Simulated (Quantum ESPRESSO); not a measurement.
Crystal: CO2.

```
CELL_PARAMETERS angstrom
-1.97473 1.97473 3.01406
1.97473 -1.97473 3.01406
1.97473 1.97473 -3.01406
ATOMIC_POSITIONS crystal
O 0.87500 0.95980 0.58480
O 0.37500 0.29020 0.41520
O 0.04020 0.62500 0.91520
O 0.70980 0.12500 0.08480
C 0.00000 0.00000 0.00000
C 0.75000 0.25000 0.50000
```

The cell comes from a database or a generator and needn't be the stable form of this composition.

Base run:

| Item | Value |
| --- | --- |
| Program | Quantum ESPRESSO 7.5 |
| Functional | PBEsol |
| Potentials or basis | GBRV 1.5 PBEsol |
| Cutoff | 612 eV |
| Density cutoff | 4898 eV |
| k mesh | 9 × 9 × 9 |
| Occupations | fermi-dirac, width 0.05 eV |
| Spin | no spin polarisation |

Its results: band gap on the k mesh 7.58 eV, indirect (least direct gap 8.05 eV); pressure -5.5 GPa; largest force 0.125 eV/Å.

Question: The run is repeated on the same cell with these changes: functional from PBEsol to LDA; potentials or basis from GBRV 1.5 PBEsol to GBRV 1.5 LDA. What comes out?

Answer: Band gap on the k mesh 7.47 eV, indirect (least direct gap 7.94 eV); pressure -12.3 GPa; largest force 0.411 eV/Å.

Not every run made on this cell is shown here.
